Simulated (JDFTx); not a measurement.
The system is KF (Carobbiite).

```
CELL_PARAMETERS angstrom
0.00000 2.67185 2.67185
2.67185 0.00000 2.67185
2.67185 2.67185 0.00000
ATOMIC_POSITIONS crystal
K 0.00000 0.00000 0.00000
F 0.50000 0.50000 0.50000
```

| Item | Value |
| --- | --- |
| Program | JDFTx 1.7.0 (patched build) |
| Task | single point |
| Functional | PBE |
| Potentials or basis | PseudoDojo-SR-PBE-0.5-standard |
| Cutoff | 1143 eV |
| Density cutoff | 4572 eV |
| k mesh | 9 × 9 × 9 |
| Occupations | fermi-dirac, width 0.05 eV |
| Spin | no spin polarisation |

On this cell: pressure 1.3 GPa; band gap on the k mesh 6.20 eV, direct.

The same run follows on a disturbed copy (atoms moved at random, drawn with an rms of 0.05 Å):

```
K F
1.0
     0.00000    2.67185    2.67185
     2.67185    0.00000    2.67185
     2.67185    2.67185    0.00000
K F
1 1
Direct
  0.00582 0.98616 0.00455
  0.50055 0.48674 0.51722
```

What does the disturbed cell give?

The energy moves by +0.7 meV/atom; pressure 1.3 GPa; band gap on the k mesh 6.20 eV, direct.

Caveats: an odd mesh through Γ misses points on the zone boundary, where band edges often lie.
